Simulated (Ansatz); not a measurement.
## InSb: energy along a strain

InSb, F-43m, a = 6.635 Å. Ansatz: PBE, PAW, 420 eV, Γ-centred 16×16×16 mesh on 2 atoms, Gaussian smearing 0.15 eV; no spin polarisation. Cell vectors (Å): 0.000 3.317 3.317; 3.317 0.000 3.317; 3.317 3.317 0.000. The cell is strained by x per cent times the pattern (1 0 0 0 0 0) in the order xx yy zz yz xz xy (engineering shears), with fractional coordinates held. y is the free energy over the start, V0 = 36.509 Å³/atom.

| x (%) | y (meV/atom) |
| --- | --- |
| -6.00 | 23.52 |
| -3.00 | 5.74 |
| 0.00 | 0.00 |
| 1.50 | 1.36 |
| 4.50 | 11.97 |
| 6.00 | ? |

Question: Fit y = c2 x² + c3 x³ to the other rows, get the stiffness along the pattern, and predict the missing energy.

Answer: Least squares on the rows shown. y = 0.61786 x² − 0.0059268 x³. The clamped-ion stiffness p·C·p = 2 × 6.179 eV × 160.2 / 36.509 Å³ = 54 GPa, which is C11 in these axes. At x = 6.00 the fit asked for gives 20.96 meV/atom. The run gave 20.97 meV/atom, so the fit is 0.01 meV/atom too low, within the rms miss on the fitted rows (0.01 meV/atom).

The energy rises almost quadratically along this strain, but compression costs more than extension: 23.52 against 20.97 meV/atom at the two ends. The negative cubic term reflects the usual asymmetry of a bond, in which short-range repulsion between the In and Sb shells steepens faster on shortening than the covalent attraction weakens on stretching. The close prediction at 6.00 % suggests that higher-order terms are small over this range.

Holding the fractional coordinates costs nothing here, because strain along a cube axis of zinc blende leaves symmetry elements that forbid a relative shift of the two sublattices. The 54 GPa is therefore also the relaxed-ion C11, which would not be true of the shear constant C44. It lies clearly below the measured stiffness of InSb, probably because PBE underbinds the crystal and gives overlong, softer bonds. Since this strain mixes a volume change with a tetragonal distortion, the curve alone can't separate the bulk modulus from the shear resistance or establish mechanical stability.
